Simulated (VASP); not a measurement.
KCl (Sylvite):

```xyz
2
Lattice="0.0000 3.1270 3.1270 3.1270 0.0000 3.1270 3.1270 3.1270 0.0000" Properties=species:S:1:pos:R:3 pbc="T T T"
K     0.0000    0.0000    0.0000
Cl    3.1270    3.1270    3.1270
```

Base run:

```yaml
Program: VASP 6.6.1
Functional: r2SCAN
Potentials_or_basis: VASP PAW PBE potentials, release 64 (K_sv, Cl)
Cutoff: 520 eV
k_mesh: 8 × 8 × 8
Occupations: gaussian, width 0.03 eV
Spin: no spin polarisation
```

Its results: band gap on the k mesh 5.90 eV, direct; pressure 0.3 GPa.

Problem. The run is repeated on the same cell with these changes: functional from r2SCAN to LDA; potentials or basis from VASP PAW PBE potentials, release 64 (K_sv, Cl) to VASP PAW LDA potentials, release 64 (K_sv, Cl). What comes out?

Solution. Band gap on the k mesh 4.81 eV, direct; pressure -1.6 GPa.

Caveats: the PAW data sets were made with another functional, which shifts forces and pressure a little (some runs).
